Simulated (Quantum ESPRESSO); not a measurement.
The system is Y.

```xyz
4
Lattice="3.6425 0.0000 0.0000 -1.8213 3.1545 0.0000 0.0000 0.0000 11.8441" Properties=species:S:1:pos:R:3 pbc="T T T"
Y     1.8213    1.0515    8.8831
Y     0.0000    0.0000    5.9221
Y     0.0000    2.1030    2.9610
Y     0.0000    0.0000    0.0000
```

Base run:

```yaml
Program: Quantum ESPRESSO 7.5
Functional: PBE
Potentials_or_basis: SSSP 1.3 efficiency PBE
Cutoff: 748 eV
Density_cutoff: 5987 eV
k_mesh: 8 × 8 × 3
Occupations: fermi-dirac, width 0.05 eV
Spin: no spin polarisation
```

Its results: band gap on the k mesh none (metal or under the smearing width); pressure -1.7 GPa.

The run is repeated on the same cell with these changes: functional from PBE to AM05; potentials or basis from SSSP 1.3 efficiency PBE to PseudoDojo 0.4.1 SR PBE standard; cutoff from 748 eV to 980 eV; density cutoff from 5987 eV to 3918 eV. What comes out?

Band gap on the k mesh none (metal or under the smearing width); pressure -3.0 GPa.

Caveats: the potentials were made for another functional, which shifts forces and pressure (some runs); some levels on the path didn't converge (some runs).

Not every run made on this cell is shown here.
